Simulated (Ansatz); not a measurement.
A 6-atom cell of SiO2 built on tetragonal HfO2 (relaxed group P4_2/nmc) (it has left that coordination) was relaxed with 3 functionals in Ansatz 0.2.0, cell and atoms free, the symmetry of the start kept (meshes: PBE 8×8×6, r2SCAN 8×8×4, PBEsol 8×8×4). No spin polarisation. The prototype was imposed, so other structures may be more stable.

The r2SCAN result:
Space group P4_2/nmc:1 (No. 137). a = 2.825 Å, b = 2.825 Å, c = 8.189 Å, α = 90.00°, β = 90.00°, γ = 90.00°
```
atom  site  symmetry       x       y       z
  Si    2a      -4m2  0.0000  0.0000  0.0000
   O    4d      2mm.  0.0000  0.5000  0.3980
```

Space group P4_2/nmc (No. 137), tetragonal; a = 2.825 Å, c = 8.189 Å in the conventional setting, 10.89 Å³ an atom. Si has 4 O at 1.64 Å; O has 2 Si at 1.64 Å.

(1) Order the functionals by the relaxed volume, smallest first.
A. PBE
B. PBEsol
C. r2SCAN

(2) How does the cell change with PBEsol?

(3) How does the cell change with PBE?

(4) Held at the r2SCAN cell, what mean stress does PBE find, and does its sign point to its own minimum?

## Answers

(1) C (10.89 Å³/atom), B (11.46 Å³/atom), A (12.89 Å³/atom).

(2) a = 2.821 Å, c = 8.646 Å; the volume differs by +5.2 % from r2SCAN's. Around Si lie 4 O at 1.65 Å; around O lie 2 Si at 1.65 Å.

(3) a = 2.836 Å, c = 9.615 Å; the volume differs by +18.3 % from r2SCAN's. Si has 4 O at 1.66 Å; O has 2 Si at 1.66 Å.

(4) Yes. PBE +6.52 GPa, and its relaxed volume is +18.3 % from r2SCAN's. Compression counts positive, so a positive stress asks for a larger cell.
